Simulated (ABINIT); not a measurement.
**C in ABINIT: convergence with cutoff**

C:

```
C
1.0
     0.00000    1.78337    1.78337
     1.78337    0.00000    1.78337
     1.78337    1.78337    0.00000
C
2
Cartesian
  2.6879 2.6785 2.6766
  1.7695 1.7528 1.7618
```

This isn't the form of C at room conditions, which is graphite.

The cell isn't the ideal one: atoms moved at random, drawn with an rms of 0.05 Å.

| Property | Result |
| --- | --- |
| Program | ABINIT 10.8.3 (patched build) |
| Task | single point |
| Functional | PBE |
| Potentials or basis | SG15 NC PBE v1.2 |
| Cutoff | 435 eV |
| k mesh | 9 × 9 × 9 |
| Occupations | gaussian, width 0.05 eV |
| Spin | no spin polarisation |

These are the settings of the first run; the series varies cutoff, with any setting tied to it.

Hardware: 1 thread of Arm Neoverse V2 (shared host).

```tsv
cutoff	energy less the tightest run, at zero smearing (meV/atom)	largest force (eV/Å)	gap on the mesh (eV)	SCF cycles	CPU time (s)	peak memory (GiB)
16 Ha	1203.17	1.357	3.222	6	9.1	0.05
20 Ha	424.13	1.788	3.217	6	12	0.06
24 Ha	147.93	1.709	3.249	7	22	0.07
28 Ha	51.87	1.633	3.271	7	24	0.07
34 Ha	8.62	1.658	3.285	7	33	0.07
40 Ha	3.86	1.659	3.285	7	46	0.07
46 Ha	3.39	1.658	3.285	7	49	0.11
54 Ha	1.59	1.657	3.285	7	60	0.12
64 Ha	0.00	1.657	3.285	7	86	0.14
```

Against the tightest run, the largest force stays within 0.005 eV/Å from 34 Ha on; the gap on the mesh stays within 0.01 eV from 34 Ha on. Not settled before the last step: the energy (to 1 meV/atom). The tightest run that finished is the yardstick and may itself not be fully converged.

Caveat, for the tightest run too: an odd mesh through Γ misses points on the zone boundary, where band edges often lie.
